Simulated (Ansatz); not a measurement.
BeO (wurtzite)

```xyz
4
Lattice="2.6928 0.0000 0.0000 -1.3464 2.3321 0.0000 0.0000 0.0000 4.3729" Properties=species:S:1:pos:R:3 pbc="T T T"
Be     1.3464     0.7774     0.0064
Be     0.0000     1.5547     2.1928
O      1.3464     0.7774     2.7275
O      0.0000     1.5547     0.5411
```

Equation-of-state scan: isotropic scaling of the cell above, V₀ being its volume. The atoms relax within the cell's symmetry.

Level of theory: PBEsol (plane waves to 420 eV, PAW, scalar-relativistic; Ansatz, a first-principles code). k mesh 14×14×8 (Γ-centred), Fermi-Dirac smearing 0.05 eV. E stands for the smeared free energy. Compression counts positive. BeO was relaxed with its symmetry unable to fall. ΔE is measured from the relaxed starting cell.

Problem. Give the computed ΔE (eV/atom) and P (GPa) at V/V₀ = 0.940, 0.955, 0.970, 0.985, 1.030, 1.060.

Solution. 
```csv
V/V₀,ΔE (eV/atom),P (GPa)
0.940,0.0185,15.1
0.955,0.0101,10.9
0.970,0.0044,7.0
0.985,0.0010,3.4
1.030,0.0040,-6.1
1.060,0.0153,-11.4
```

(A scan under strain: stresses follow from slopes of the energy per volume, elastic moduli from its curvatures.)
